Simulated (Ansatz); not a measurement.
The system is CoSi.

```xyz
2
Lattice="2.7813 0.0000 0.0000 0.0000 2.7813 0.0000 0.0000 0.0000 2.7813" Properties=species:S:1:pos:R:3 pbc="T T T"
Co    0.0000    0.0000    0.0000
Si    1.3907    1.3907    1.3907
```

Measurements of this composition are mostly on another form, of space group No. 198.

Program: Ansatz 0.2.0. Alike in all runs: task single point; potentials or basis Ansatz PAW; spin collinear, ferromagnetic start; cell as given; k mesh 5 × 5 × 5; cutoff (eV) 420; smearing fermi-dirac 0.05 eV; the mesh is coarse, so values aren't converged.

Q: Order these runs on this cell by their pressure, lowest first.
A. level PBEsol0
B. level PBE0
C. level B3LYP

A: A (-8.7 GPa), B (-3.6 GPa), C (4.8 GPa).

Caveats: all runs use coarse meshes; the magnetic or orbital state may not be the lowest; the PAW data sets come from PBE, with cores solved anew for the run's functional, which leaves a small shift of forces and pressure; the thresholds are loose for stress.
